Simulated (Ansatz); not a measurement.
Runs of Ansatz 0.2.0 on GaN. It takes space group P6_3mc (No. 186, hexagonal). The conventional cell has a = 3.180 Å, b = 3.180 Å, c = 5.166 Å, α = 90.00°, β = 90.00°, γ = 120.00°. Around Ga (site symmetry 3m) lie 4 N at 1.94 to 1.95 Å. Around N (site symmetry 3m) lie 4 Ga at 1.94 to 1.95 Å. 

```csv
task,level,spin,cell,k mesh,cutoff (eV),smearing,points for each segment of the path,atoms under strain,gap on the mesh (eV),pressure (GPa),relaxed volume (Å³/atom),largest force (eV/Å)
band structure,r2SCAN,"SOC, no magnetisation",as given,7 × 7 × 4,500,fermi-dirac 0.05 eV,14,-,2.38,1.0,-,(b)
elastic constants,PBEsol,off,as given,7 × 7 × 4,420,fixed,-,clamped,1.91,1.0,-,0.13
band structure,LDA,"SOC, no magnetisation",as given,7 × 7 × 4,420,fermi-dirac 0.05 eV,14,-,1.97,-4.5,-,0.13
relaxation of cell and atoms,BLYP+D4,off,relaxed,10 × 10 × 5,420,fermi-dirac 0.05 eV,-,-,2.02,0.0,11.38,-
band structure,PBEsol,off,as given,10 × 10 × 5,420,fermi-dirac 0.05 eV,14,-,1.91,1.0,-,0.13
relaxation of cell and atoms,revPBE,off,relaxed,10 × 10 × 5,420,fermi-dirac 0.05 eV,-,-,(c),0.0,11.96,-
relaxation of cell and atoms,revPBE+D4,off,relaxed,10 × 10 × 5,420,fermi-dirac 0.05 eV,-,-,2.04,0.0,(a),-
band structure,BLYP,off,as given,10 × 10 × 5,420,fermi-dirac 0.05 eV,14,-,2.07,(d),-,0.13
```

Alike in all rows: potentials or basis Ansatz PAW.

Q: Fill in the values left out.

A: (a) 11.23; (b) 0.14; (c) 1.63; (d) 13.0.

Caveats: the PAW data sets come from PBE, with cores solved anew for the run's functional, which leaves a small shift of forces and pressure; odd divisions of the mesh miss points on the zone boundary, where band edges often lie, so the gap on the mesh can be too wide (some runs); the plane-wave basis is chosen anew once the cell has moved, so the energies of steps on either side of that aren't comparable (some runs).

A k mesh can miss the band edges, and rows without SOC leave out spin-orbit coupling on Ga.

Runs at the PBE level aren't shown here.
